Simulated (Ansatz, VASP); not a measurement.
## One calculation of Sc, two programs

INCAR

```
SYSTEM = Sc
PREC = Accurate ; ENCUT = 520
EDIFF = 1E-7 ; ISMEAR = -1
SIGMA = 0.05 ; LREAL = .False.
LASPH = .True. ; NELM = 100
ALGO = Normal ; ISIF = 2
LWAVE = .False. ; LCHARG = .False.
GGA = PE ; NBANDS = 12
```

KPOINTS

```
Automatic mesh
0
Gamma
  9 9 9
  0 0 0
```

Contents of POSCAR:

```
Sc
1.0
    0.0000000000      2.2600000000      2.2600000000
    2.2600000000      0.0000000000      2.2600000000
    2.2600000000      2.2600000000      0.0000000000
Sc
1
Direct
    0.0000000000      0.0000000000      0.0000000000
```

Input for Ansatz:

```yaml
crystal:
  lattice:
    - [0.0, 2.26, 2.26]
    - [2.26, 0.0, 2.26]
    - [2.26, 2.26, 0.0]
  atoms:
    - { symbol: Sc, position: [0.0, 0.0, 0.0] }
hamiltonian:
  xc: pbe
  pseudopotentials: { kind: paw }
basis:
  ecutwfc: 420
kpoints:
  mp_grid: { grid: [9, 9, 9] }
scf:
  occupations: { method: fermi_dirac, width: 0.05 }
  lower_state_search: "off"
  max_iter: 50
output:
  forces: true
  stress: true
```

Alike in both runs: task single point; functional PBE; k mesh 9 × 9 × 9; occupations fermi-dirac, width 0.05 eV; no spin polarisation.

|  | VASP | Ansatz |
| --- | --- | --- |
| version | VASP 6.6.1 | Ansatz 0.2.0 |
| potentials or method | VASP PAW PBE potentials, release 64 (Sc_sv) | PAW, plane waves, scalar-relativistic |
| plane-wave cutoff (eV) | 520 | 420 |
| valence electrons in the cell | 11 | 11 |

```csv
,VASP,Ansatz,Ansatz less VASP
pressure (GPa),3.7,3.7,-0.04
```

With one functional, cell and mesh, what is left measures potentials, basis and numerics.
